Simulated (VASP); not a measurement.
# InAs: relaxation of cell and atoms with PBEsol

Crystal: InAs.

```xyz
2
Lattice="0.0000 3.0180 3.0180 3.0180 0.0000 3.0180 3.0180 3.0180 0.0000" Properties=species:S:1:pos:R:3 pbc="T T T"
In    0.0000    0.0000    0.0000
As    1.5090    1.5090    1.5090
```

```json
{
 "Program": "VASP 6.6.1",
 "Task": "relaxation of cell and atoms",
 "Functional": "PBEsol",
 "Potentials or basis": "VASP PAW PBE potentials, release 64 (In_d, As)",
 "Cutoff": "600 eV",
 "k mesh": "10 × 10 × 10",
 "Occupations": "gaussian, width 0.03 eV",
 "Spin": "no spin polarisation",
 "Further INCAR settings": "ALGO = Normal; EDIFF = 1e-06; IBRION = 2; EDIFFG = -0.01; NSW = 90; ISIF = 3"
}
```

| Quantity | Value |
| --- | --- |
| Relaxed volume | 28.25 Å³/atom |
| Relaxed cell | a = 4.307 Å, b = 4.307 Å, c = 4.307 Å, α = 60.00°, β = 60.00°, γ = 60.00° |
| Space group after relaxing (to 0.05 Å) | F-43m (No. 216) |
| Energy gained by relaxing | 3.7 meV/atom |
| Ionic steps | 3 |
| Pressure after relaxing | 0.0 GPa |
| Band gap on the k mesh | none (metal or under the smearing width) |

Step by step:
| step | energy change (eV) | largest force (eV/Å) | pressure (GPa) | volume (Å³) |
| --- | --- | --- | --- | --- |
| 1 | 0.0000 | 0.0000 | 1.62 | 54.98 |
| 2 | -0.0059 | 0.0000 | -0.70 | 57.21 |
| 3 | -0.0075 | 0.0000 | 0.01 | 56.49 |

Final structure:
```
In As
1.0
     0.00000    3.04545    3.04545
     3.04545    0.00000    3.04545
     3.04545    3.04545    0.00000
In As
1 1
Cartesian
  0.0000 0.0000 0.0000
  1.5227 1.5227 1.5227
```

Levels at points of the mesh, in eV from the Fermi level:
```
           k point  band 7  band 8  band 9  band 10  band 11  band 12
(0.00, 0.00, 0.00)   -0.40   -0.01   -0.01    -0.01     3.84     3.84
(0.50, 0.00, 0.00)   -5.71   -0.97   -0.97     0.82     4.60     4.60
(0.50, 0.50, 0.00)   -5.80   -2.28   -2.28     1.47     1.97     8.93
```

It took 50 s on 1 thread of Intel(R) Xeon(R) 6975P-C (Granite Rapids), with other jobs on the host, peak memory 0.24 GiB.

Caveat: the PAW data sets were made with another functional, which shifts forces and pressure a little; this crystal is a semiconductor, whose small gap the functional closes, so the metal is an error of the method. Zero-point motion and thermal expansion aren't in these numbers.
